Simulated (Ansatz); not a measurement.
# W3S: the cost of one run

Computed with Ansatz 0.2.0 (DFT PBE, scalar-relativistic, plane waves, PAW, unless a step's input says otherwise).

2 further runs of the same task are left out: 2 set aside as unsound or not needed.

### Step 1. The structure to begin with

The structure is cubic, space group Fm-3m (No. 225). The conventional cell has a = 4.060 Å, b = 4.060 Å, c = 4.060 Å, α = 90.00°, β = 90.00°, γ = 90.00°. W (site symmetry m-3m) has 12 W at 2.87 Å as nearest neighbours.

Coordinates:

```cif
data_structure
_symmetry_space_group_name_H-M 'Fm-3m'
_symmetry_Int_Tables_number 225
_cell_length_a 4.0600
_cell_length_b 4.0600
_cell_length_c 4.0600
_cell_angle_alpha 90.000
_cell_angle_beta 90.000
_cell_angle_gamma 90.000
_cell_volume 66.92
loop_
_atom_site_label
_atom_site_type_symbol
_atom_site_symmetry_multiplicity
_atom_site_Wyckoff_symbol
_atom_site_fract_x
_atom_site_fract_y
_atom_site_fract_z
_atom_site_occupancy
W1 W 4 a 0.00000 0.00000 0.00000 1
```

The structure comes from the Crystallography Open Database.

### Step 6. Plan of the scan

Atoms count from 1 in the order of the input.

S is moved over the surface cell; relaxed at each place: the height of the adsorbate's atoms; substrate rigid; the origin of the map has the adsorbate above W3.

The axes are (1) position of S4 along the first surface vector, from above W3: 6 values from 0.000 to 0.833, periodic; (2) position of S4 along the second surface vector, from above W3: 6 values from 0.000 to 0.833, periodic.

Relaxed at each point: the height of the adsorbate's atoms; substrate rigid. Points are written as (first, second).

The two vectors of the plane (Å): (2.855, 0.000, 0.000); (-1.427, 2.472, 0.000).

(The set-up runs are not shown.)

### Step 7. The run at (0/6, 0/6) of the map's two axes

Contents of input.yaml:

```yaml
crystal:
  lattice:
    - [2.8545944806, 0.0, 0.0]
    - [-1.4272972403, 2.4721513377, 0.0]
    - [0.0, 0.0, 20.1971108355]
  atoms:
    - { symbol: W, position: [0.6666666667, 0.3333333333, 0.1980481284] }
    - { symbol: W, position: [0.3333333333, 0.6666666667, 0.3143337982] }
    - { symbol: W, position: [0.0, 0.0, 0.4306116309] }
    - { symbol: S, position: [0.0, 0.0, 0.5633038769] }
basis:
  ecutwfc: 420
kpoints:
  mp_grid: { grid: [9, 9, 1] }
hamiltonian:
  xc: pbe
scf:
  occupations: { method: gaussian, width: 0.1 }
output:
  forces: true
  eigenvalues: true
relax:
  adjacent_minimum: "off"
  f_tol: 0.025
  max_steps: 16
  constraints: [{ sites: [0, 1, 2] }, { sites: [3], fix: xy }]
efield:
  axis: 3
  dipole_correction: true
  ramp_width: 0.04
```

The run is started by

```
> ansatz run input.yaml --threads 1 --pin off --max-ram 3072MiB --backend cpu --events-out ev --progress --plain --runs-dir out
```

Q: Estimate wall time and peak memory on 1 thread of Intel Xeon Platinum 8375C at 2.90GHz (Ice Lake), shared host.

About 17 s, with a peak of 0.42 GiB.
